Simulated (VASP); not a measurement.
# GeS (Pnma) in VASP: a series of runs

The runs below take GeS through band structure, with r2SCAN, PBE, TB-mBJ.

Program: VASP 6.6.1. These are calculated values, not measurements. Logs are shortened: lines on timing, memory, paths and dates and some standing lists are left out, and cuts for length are marked.

## Step 1: The structure

The structure is orthorhombic, space group Pnma (No. 62). Conventional cell: a = 10.657 Å, b = 3.684 Å, c = 4.349 Å, α = 90.00°, β = 90.00°, γ = 90.00°. Ge (site symmetry m) is surrounded by 3 S at 2.46 Å. S (site symmetry m) has 3 Ge at 2.46 Å as nearest neighbours.

## Step 2: Band structure, r2SCAN

File INCAR:

```
SYSTEM = GeS
PREC     = Accurate       ! precision mode
ENCUT    = 520            ! plane-wave cutoff, eV
EDIFF    = 1E-6           ! SCF threshold, eV
ISMEAR   = 0              ! smearing method
SIGMA    = 0.03           ! smearing width, eV
LREAL    = .False.        ! projectors in reciprocal space
LASPH    = .True.         ! aspherical terms in the spheres
NELM     = 80             ! most SCF steps
ALGO     = Normal         ! electronic algorithm
ISIF     = 2              ! what is computed and relaxed
LWAVE    = .False.        ! write WAVECAR
LCHARG   = .False.        ! write CHGCAR
METAGGA  = R2SCAN         ! meta-GGA
LMIXTAU  = .True.       
KPAR     = 2
```

File KPOINTS:

```
regular mesh
0
Gamma
  4 8 6
  0 0 0
```

File POSCAR:

```
GeS                                     
1.0
   10.6574531290      0.0000000000      0.0000000000
    0.0000000000      3.6842406816      0.0000000000
    0.0000000000      0.0000000000      4.3493489617
  Ge              S             
     4     4
Direct
     0.1247307389281593    0.2500000000000000    0.1326890020419413
     0.3752692610718407    0.7500000000000000    0.6326890020419412
     0.6247307389281593    0.2500000000000000    0.3673109979580587
     0.8752692610718407    0.7500000000000000    0.8673109979580588
     0.8495031896761398    0.2500000000000000    0.4964264727104492
     0.6504968103238602    0.7500000000000000    0.9964264727104492
     0.3495031896761398    0.2500000000000000    0.0035735272895508
     0.1504968103238602    0.7500000000000000    0.5035735272895508
```

File KPOINTS_OPT:

```
explicit points
198
Reciprocal
 0.0000000000  0.0000000000  0.0000000000 1
 0.0000000000  0.0555555556  0.0000000000 1
 0.0000000000  0.1111111111  0.0000000000 1
 0.0000000000  0.1666666667  0.0000000000 1
 0.0000000000  0.2222222222  0.0000000000 1
 0.0000000000  0.2777777778  0.0000000000 1
[... 190 lines left out ...]
 0.0000000000  0.5000000000  0.0239472500 1
 0.0000000000  0.5000000000 -0.0239472500 1
```

Potentials or basis: VASP PAW PBE potentials, release 64 (Ge_d, S).

Run with:

```
> cat potpaw_PBE.64/Ge_d/POTCAR potpaw_PBE.64/S/POTCAR > POTCAR
> mpirun -np 2 vasp_std > vasp.out
```

OUTCAR:

```text
SYSTEM = GeS
   PREC = Accurate
   ENCUT = 520
   EDIFF = 1E-6
   ISMEAR = 0
   LREAL = .False.
   LASPH = .True.
   NELM = 80
   ISIF = 2
   METAGGA = R2SCAN

 ion  position               nearest neighbor table
   1  0.125  0.250  0.133-   7 2.46   8 2.46   8 2.46
   2  0.375  0.750  0.633-   8 2.46   7 2.46   7 2.46
   3  0.625  0.250  0.367-   5 2.46   6 2.46   6 2.46
   4  0.875  0.750  0.867-   6 2.46   5 2.46   5 2.46
   5  0.850  0.250  0.496-   3 2.46   4 2.46   4 2.46
   6  0.650  0.750  0.996-   4 2.46   3 2.46   3 2.46
   7  0.350  0.250  0.004-   1 2.46   2 2.46   2 2.46
   8  0.150  0.750  0.504-   2 2.46   1 2.46   1 2.46

  LATTYP: Found a simple orthorhombic cell.
 ALAT       =     3.6842406816
 B/A-ratio  =     1.1805279127
 C/A-ratio  =     2.8927136010

  Lattice vectors:

 A1 = (   0.0000000000,   3.6842406816,   0.0000000000)
 A2 = (   0.0000000000,   0.0000000000,   4.3493489617)
 A3 = (  10.6574531290,   0.0000000000,   0.0000000000)

Analysis of symmetry for initial positions (statically):
=====================================================================
 Subroutine PRICEL returns:
 Original cell was already a primitive cell.

 Routine SETGRP: Setting up the symmetry group for a
 simple orthorhombic supercell.

 Subroutine GETGRP returns: Found  8 space group operations
 (whereof  2 operations were pure point group operations)
 out of a pool of  8 trial point group operations.

The static configuration has the point symmetry S_2 .
 The point group associated with its full space group is D_2h.

Analysis of symmetry for dynamics (positions and initial velocities):
=====================================================================
 Subroutine PRICEL returns:
 Original cell was already a primitive cell.

 Routine SETGRP: Setting up the symmetry group for a
 simple orthorhombic supercell.

 Subroutine GETGRP returns: Found  8 space group operations
 (whereof  2 operations were pure point group operations)
 out of a pool of  8 trial point group operations.

The dynamic configuration has the point symmetry S_2 .
 The point group associated with its full space group is D_2h.

 Subroutine INISYM returns: Found  8 space group operations
 (whereof  2 operations are pure point group operations),
 and found     1 'primitive' translations

----------------------------------------------------------------------------------------

                                     Primitive cell

  volume of cell :     170.7755

  direct lattice vectors                    reciprocal lattice vectors
    10.657453129  0.000000000  0.000000000     0.093831048  0.000000000  0.000000000
     0.000000000  3.684240682  0.000000000     0.000000000  0.271426350  0.000000000
     0.000000000  0.000000000  4.349348962     0.000000000  0.000000000  0.229919468

  length of vectors
    10.657453129  3.684240682  4.349348962     0.093831048  0.271426350  0.229919468

  position of ions in fractional coordinates (direct lattice)
     0.124730739  0.250000000  0.132689002
     0.375269261  0.750000000  0.632689002
     0.624730739  0.250000000  0.367310998
     0.875269261  0.750000000  0.867310998
     0.849503190  0.250000000  0.496426473
     0.650496810  0.750000000  0.996426473
     0.349503190  0.250000000  0.003573527
     0.150496810  0.750000000  0.503573527

  ion indices of the primitive-cell ions
   primitive index   ion index
                 1           1
                 2           2
                 3           3
                 4           4
                 5           5
                 6           6
                 7           7
                 8           8

----------------------------------------------------------------------------------------

 KPOINTS: regular mesh

Automatic generation of k-mesh.
 Grid dimensions read from file:
 generate k-points for:    4    8    6

 Generating k-lattice:

  Cartesian coordinates                     Fractional coordinates (reciprocal lattice)
     0.023457762  0.000000000  0.000000000     0.250000000  0.000000000  0.000000000
     0.000000000  0.033928294  0.000000000     0.000000000  0.125000000  0.000000000
     0.000000000  0.000000000  0.038319911     0.000000000  0.000000000  0.166666667

  Length of vectors
     0.023457762  0.033928294  0.038319911

  Shift w.r.t. Gamma in fractional coordinates (k-lattice)
     0.000000000  0.000000000  0.000000000

 Subroutine IBZKPT returns following result:
 ===========================================

 Found     60 irreducible k-points:

 Following reciprocal coordinates:
            Coordinates               Weight
  0.000000  0.000000  0.000000      1.000000
  0.250000  0.000000  0.000000      2.000000
  0.500000  0.000000  0.000000      1.000000
  0.000000  0.125000  0.000000      2.000000
  0.250000  0.125000  0.000000      4.000000
  0.500000  0.125000  0.000000      2.000000
[... 16 lines left out ...]
  0.250000  0.250000  0.166667      8.000000
[... 32 lines left out ...]
   NUPDOWN=      -1.0000    fix difference up-down
   EMIN   =  10.00;   EMAX   =-10.00  energy-range for DOS
   EFERMI =   0.00;   METHOD = LEGACY
   ISMEAR =     0;   SIGMA  =   0.03  broadening in eV -4-tet -1-fermi 0-gaus
   EFERMI_NEDOS =   21; number of points for ismear=-14 and -15
   IALGO  =     38    algorithm
   IMIX   =      4    mixing-type and parameters
     AMIX     =   0.40;   BMIX     =  1.00
     AMIX_MAG =   1.60;   BMIX_MAG =  1.00
  volume/ion in A,a.u.               =      21.35       144.06
  Fermi-wavevector in a.u.,A,eV,Ry     =   1.271441  2.402675 21.994670  1.616563
  Thomas-Fermi vector in A             =   2.404374
   LORBIT       =      0    0 simple, 1 ext, 2 COOP (PROOUT), +10 PAW based schemes
   METAGGA = R2SCAN    functional components
   LHFCALC =     F    Hartree Fock is set to
   AEXX    =    0.0000 exact exchange contribution
   IVDW    =     0    specifies the selected vdW correction
   LEPSILON=     F    determine dielectric tensor
   LRPA    =     F    only Hartree local field effects (RPA)
 non-spin polarized calculation
 Gauss-broadening in eV      SIGMA  =   0.03
  energy-cutoff  :      520.00
  volume of cell :      170.78
 maximum number of plane-waves:      4628
 NGX is ok and might be reduce to    80
   NGX = 39   NGY = 13   NGZ = 17

 number of electron      80.0000051 magnetization

 Free energy of the ion-electron system (eV)
  ---------------------------------------------------
  ext. energy  EPLUGINS =         0.00000000
  ---------------------------------------------------
  free energy    TOTEN  =       -89.53029503 eV

  energy without entropy =      -89.53029503  energy(sigma->0) =      -89.53029503

 E-fermi :   4.5179     XC(G=0): -10.5829

 val. band max:        4.3665115932   @ k =   0.0000   0.0000   0.3333
 cond. band min:       5.7804460188   @ k =   0.0000   0.0000   0.0000
 fundamental gap:      1.4139344256
 Fermi energy:         4.5179463923

 k-point     1 :       0.0000    0.0000    0.0000
  band No.  band energies     occupation
      1     -20.6845      2.00000
      2     -20.6814      2.00000
      3     -20.6759      2.00000
      4     -20.6743      2.00000
      5     -20.6739      2.00000
      6     -20.6732      2.00000
[... 40 lines left out ...]
     47       8.5746      0.00000
     48       9.2320      0.00000

 k-point     2 :       0.2500    0.0000    0.0000
  band No.  band energies     occupation
      1     -20.6841      2.00000
      2     -20.6820      2.00000
      3     -20.6755      2.00000
      4     -20.6742      2.00000
      5     -20.6741      2.00000
      6     -20.6735      2.00000
[... 40 lines left out ...]
     47       8.6397      0.00000
     48       9.0785      0.00000

 k-point     3 :       0.5000    0.0000    0.0000
  band No.  band energies     occupation
      1     -20.6831      2.00000
      2     -20.6831      2.00000
      3     -20.6747      2.00000
      4     -20.6747      2.00000
      5     -20.6739      2.00000
      6     -20.6739      2.00000
[... 1060 lines left out ...]
     47       8.7395      0.00000
     48       8.9725      0.00000

 k-point    24 :       0.5000    0.2500    0.1667
  band No.  band energies     occupation
      1     -20.6799      2.00000
      2     -20.6799      2.00000
      3     -20.6777      2.00000
      4     -20.6777      2.00000
      5     -20.6720      2.00000
      6     -20.6720      2.00000
[... 40 lines left out ...]
     47       8.6989      0.00000
     48       8.6989      0.00000

 [... further k-points ...]

------------------------ aborting loop because EDIFF is reached ----------------------------------------

  FORCE on cell =-STRESS in cart. coord.  units (eV):
  Direction    XX          YY          ZZ          XY          YZ          ZX
  --------------------------------------------------------------------------------------
  -------------------------------------------------------------------------------------
  Total       -1.0306101     -1.6576047     -0.6392047      0.0000000      0.0000000      0.0000000
  in kB       -9.6689495    -15.5512705     -5.9968736      0.0000000      0.0000000      0.0000000
  external PRESSURE =     -10.4056978 kB  Pullay stress =       0.0000000 kB

 VOLUME and BASIS-vectors are now :
 -----------------------------------------------------------------------------
  energy-cutoff  :      520.00
  volume of cell :      170.78
      direct lattice vectors                 reciprocal lattice vectors
    10.657453129  0.000000000  0.000000000     0.093831048  0.000000000  0.000000000
     0.000000000  3.684240682  0.000000000     0.000000000  0.271426350  0.000000000
     0.000000000  0.000000000  4.349348962     0.000000000  0.000000000  0.229919468

 POSITION                                       TOTAL-FORCE (eV/Angst)
 -----------------------------------------------------------------------------------
      1.32931      0.92106      0.57711         0.198954      0.000000      0.180825
      3.99941      2.76318      2.75179        -0.198954      0.000000      0.180825
      6.65804      0.92106      1.59756         0.198954     -0.000000     -0.180825
      9.32814      2.76318      3.77224        -0.198954      0.000000     -0.180825
      9.05354      0.92106      2.15913        -0.158527      0.000000      0.210184
      6.93264      2.76318      4.33381         0.158527     -0.000000      0.210184
      3.72481      0.92106      0.01554        -0.158527     -0.000000     -0.210184
      1.60391      2.76318      2.19022         0.158527     -0.000000     -0.210184
 -----------------------------------------------------------------------------------
    total drift:                               -0.000000      0.000000     -0.000000

  FREE ENERGIE OF THE ION-ELECTRON SYSTEM (eV)
  ---------------------------------------------------
  free  energy   TOTEN  =       -89.5302950262 eV

  energy  without entropy=      -89.5302950262  energy(sigma->0) =      -89.53029503
```

It took 17 min on 2 MPI ranks of Intel Xeon 6975P-C (Granite Rapids), shared host; peak memory 0.69 GiB.

Results:

```
Free energy             : -89.5303 eV
Pressure                : -1.0 GPa
Largest force           : 0.269 eV/Å
Band gap on the k mesh  : 1.41 eV, indirect (least direct gap 1.46 eV)
Band gap along the path : 1.41 eV, indirect (least direct gap 1.46 eV)
```

Forces on the atoms (eV/Å):
```
Ge   0.199  0.000  0.181
Ge  -0.199  0.000  0.181
Ge   0.199  0.000 -0.181
Ge  -0.199  0.000 -0.181
S   -0.159  0.000  0.210
S    0.159  0.000  0.210
S   -0.159  0.000 -0.210
S    0.159  0.000 -0.210
```

Levels at the corners of the path, in eV from the valence-band top:
```csv
point,band 38,band 39,band 40,band 41,band 42,band 43
Γ,-0.88,-0.80,-0.05,1.41,2.98,3.14
X,-1.42,-1.06,-1.06,1.86,1.86,1.89
X,-1.42,-1.06,-1.06,1.86,1.86,1.89
S,-2.14,-1.33,-1.33,3.44,3.44,3.67
S,-2.14,-1.33,-1.33,3.44,3.44,3.67
Y,-0.85,-0.19,-0.19,2.01,2.01,2.82
Y,-0.85,-0.19,-0.19,2.01,2.01,2.82
Γ,-0.88,-0.80,-0.05,1.41,2.98,3.14
Γ,-0.88,-0.80,-0.05,1.41,2.98,3.14
Z,-1.95,-0.37,-0.37,2.76,2.76,2.94
Z,-1.95,-0.37,-0.37,2.76,2.76,2.94
U,-1.42,-1.42,-1.42,2.12,2.12,2.12
U,-1.42,-1.42,-1.42,2.12,2.12,2.12
R,-1.46,-1.46,-1.46,3.25,3.25,3.25
R,-1.46,-1.46,-1.46,3.25,3.25,3.25
T,-0.69,-0.21,-0.21,1.99,1.99,2.70
T,-0.69,-0.21,-0.21,1.99,1.99,2.70
Z,-1.95,-0.37,-0.37,2.76,2.76,2.94
Y,-0.85,-0.19,-0.19,2.01,2.01,2.82
T,-0.69,-0.21,-0.21,1.99,1.99,2.70
U,-1.42,-1.42,-1.42,2.12,2.12,2.12
X,-1.42,-1.06,-1.06,1.86,1.86,1.89
S,-2.14,-1.33,-1.33,3.44,3.44,3.67
R,-1.46,-1.46,-1.46,3.25,3.25,3.25
```

Caveat: the PAW data sets were made with another functional, which shifts forces and pressure a little.

## Step 3: Band structure, PBE, spin-orbit coupling, no magnetisation

INCAR: that of step 2 with these lines changed.

```diff
@@ -13,4 +13,7 @@
 LCHARG   = .False.        ! write CHGCAR
-METAGGA  = R2SCAN         ! meta-GGA
-LMIXTAU  = .True.       
+MAGMOM   = 0 0 0 0 0 0 0 0 0 0 0 0 0 0 0 0 0 0 0 0 0 0 0 0 ! initial moments
+LORBIT   = 11             ! projections on sites
+LSORBIT  = .True.         ! spin-orbit coupling
+GGA_COMPAT= .False.      
+GGA      = PE             ! functional
 KPAR     = 2
```

File KPOINTS:

```
regular mesh
0
Gamma
  2 6 6
  0 0 0
```

POSCAR is that of step 2.

KPOINTS_OPT is that of step 2.

Potentials or basis: VASP PAW PBE potentials, release 64 (Ge_d, S).

Run with:

```
> cat potpaw_PBE.64/Ge_d/POTCAR potpaw_PBE.64/S/POTCAR > POTCAR
> mpirun -np 2 vasp_ncl > vasp.out
```

Wall time 26 min (2 MPI ranks of Intel Xeon 6975P-C (Granite Rapids), shared host); peak memory 1.4 GiB.

Results (log left out):

```
Free energy                                           : -36.6544 eV
Pressure                                              : 0.5 GPa
Largest force                                         : 0.036 eV/Å
Valence electrons inside the program's atomic spheres : Ge 12.13; S 3.69
```

Forces on the atoms (eV/Å):
```
Ge   0.006  0.000  0.002
Ge  -0.006  0.000  0.002
Ge   0.006  0.000 -0.002
Ge  -0.006  0.000 -0.002
S   -0.031  0.000  0.019
S    0.031  0.000  0.019
S   -0.031  0.000 -0.019
S    0.031  0.000 -0.019
```

Stress tensor (GPa, compression positive):
```
0.55 0.00 0.00
0.00 0.42 0.00
0.00 0.00 0.57
```

## Step 4: Band structure, TB-mBJ

POSCAR is that of step 3.

File INCAR.step1:

```
SYSTEM = GeS
PREC     = Accurate       ! precision mode
ENCUT    = 520            ! plane-wave cutoff, eV
EDIFF    = 1E-5           ! SCF threshold, eV
ISMEAR   = 0              ! smearing method
SIGMA    = 0.03           ! smearing width, eV
LREAL    = .False.        ! projectors in reciprocal space
LASPH    = .True.         ! aspherical terms in the spheres
NELM     = 80             ! most SCF steps
ALGO     = Normal         ! electronic algorithm
ISIF     = 2              ! what is computed and relaxed
LWAVE    = .True.         ! write WAVECAR
LCHARG   = .False.        ! write CHGCAR
KPAR     = 2            
GGA      = PE             ! functional
```

File INCAR.step2:

```
SYSTEM = GeS
PREC     = Accurate       ! precision mode
ENCUT    = 520            ! plane-wave cutoff, eV
EDIFF    = 1E-6           ! SCF threshold, eV
ISMEAR   = 0              ! smearing method
SIGMA    = 0.03           ! smearing width, eV
LREAL    = .False.        ! projectors in reciprocal space
LASPH    = .True.         ! aspherical terms in the spheres
NELM     = 80             ! most SCF steps
ALGO     = Normal         ! electronic algorithm
ISIF     = 2              ! what is computed and relaxed
LWAVE    = .False.        ! write WAVECAR
LCHARG   = .False.        ! write CHGCAR
METAGGA  = MBJ            ! meta-GGA
KPAR     = 2            
ISTART   = 1
```

File KPOINTS:

```
regular mesh
0
Gamma
  4 8 6
  0 0 0
```

KPOINTS_OPT is that of step 3.

Run with:

```
> cat potpaw_PBE.64/Ge_d/POTCAR potpaw_PBE.64/S/POTCAR > POTCAR
> cp INCAR.step1 INCAR
> mpirun -np 2 vasp_std > vasp.out
> cp INCAR.step2 INCAR
> mpirun -np 2 vasp_std > vasp.out
```

Run time: 11 min. Hardware: 2 MPI ranks of Intel Xeon 6975P-C (Granite Rapids), shared host; peak memory 0.72 GiB.

Results (log left out):

| Item | Value |
| --- | --- |
| Band gap on the k mesh | 1.68 eV, indirect (least direct gap 1.74 eV) |
| Band gap along the path | 1.68 eV, indirect (least direct gap 1.74 eV) |

Levels at the corners of the path, in eV from the valence-band top:
```tsv
point	band 37	band 38	band 39	band 40	band 41	band 42	band 43	band 44
Γ	-1.83	-0.85	-0.80	-0.06	1.68	3.21	3.37	3.53
X	-1.28	-1.28	-0.94	-0.94	2.05	2.05	2.08	2.08
X	-1.28	-1.28	-0.94	-0.94	2.05	2.05	2.08	2.08
S	-2.02	-2.02	-1.27	-1.27	3.62	3.62	3.70	3.70
S	-2.02	-2.02	-1.27	-1.27	3.62	3.62	3.70	3.70
Y	-0.79	-0.79	-0.11	-0.11	2.23	2.23	2.95	2.95
Y	-0.79	-0.79	-0.11	-0.11	2.23	2.23	2.95	2.95
Γ	-1.83	-0.85	-0.80	-0.06	1.68	3.21	3.37	3.53
Γ	-1.83	-0.85	-0.80	-0.06	1.68	3.21	3.37	3.53
Z	-1.98	-1.98	-0.37	-0.37	2.98	2.98	3.14	3.14
Z	-1.98	-1.98	-0.37	-0.37	2.98	2.98	3.14	3.14
U	-1.25	-1.25	-1.25	-1.25	2.27	2.27	2.27	2.27
U	-1.25	-1.25	-1.25	-1.25	2.27	2.27	2.27	2.27
R	-1.41	-1.41	-1.41	-1.41	3.40	3.40	3.40	3.40
R	-1.41	-1.41	-1.41	-1.41	3.40	3.40	3.40	3.40
T	-0.69	-0.69	-0.14	-0.14	2.22	2.22	2.90	2.90
T	-0.69	-0.69	-0.14	-0.14	2.22	2.22	2.90	2.90
Z	-1.98	-1.98	-0.37	-0.37	2.98	2.98	3.14	3.14
Y	-0.79	-0.79	-0.11	-0.11	2.23	2.23	2.95	2.95
T	-0.69	-0.69	-0.14	-0.14	2.22	2.22	2.90	2.90
U	-1.25	-1.25	-1.25	-1.25	2.27	2.27	2.27	2.27
X	-1.28	-1.28	-0.94	-0.94	2.05	2.05	2.08	2.08
S	-2.02	-2.02	-1.27	-1.27	3.62	3.62	3.70	3.70
R	-1.41	-1.41	-1.41	-1.41	3.40	3.40	3.40	3.40
```

Caveat: the PAW data sets were made with another functional, which shifts forces and pressure a little.

## Step 5: The runs side by side

```csv
level,spin,k mesh,gap on the mesh (eV),pressure (GPa),largest force (eV/Å)
r2SCAN,off,4 × 8 × 6,1.41,-1.0,0.27
PBE,"SOC, no magnetisation",2 × 6 × 6,-,0.5,0.04
TB-mBJ,off,4 × 8 × 6,1.68,-,-
```

Alike in all rows: task band structure; potentials or basis VASP PAW PBE potentials, release 64 (Ge_d, S); cell as given; cutoff (eV) 520; smearing gaussian 0.03 eV.

Caveats: the PAW data sets were made with another functional, which shifts forces and pressure a little (some runs).

Total energies depend on the potentials used, so only differences within one code and one set of settings carry meaning.
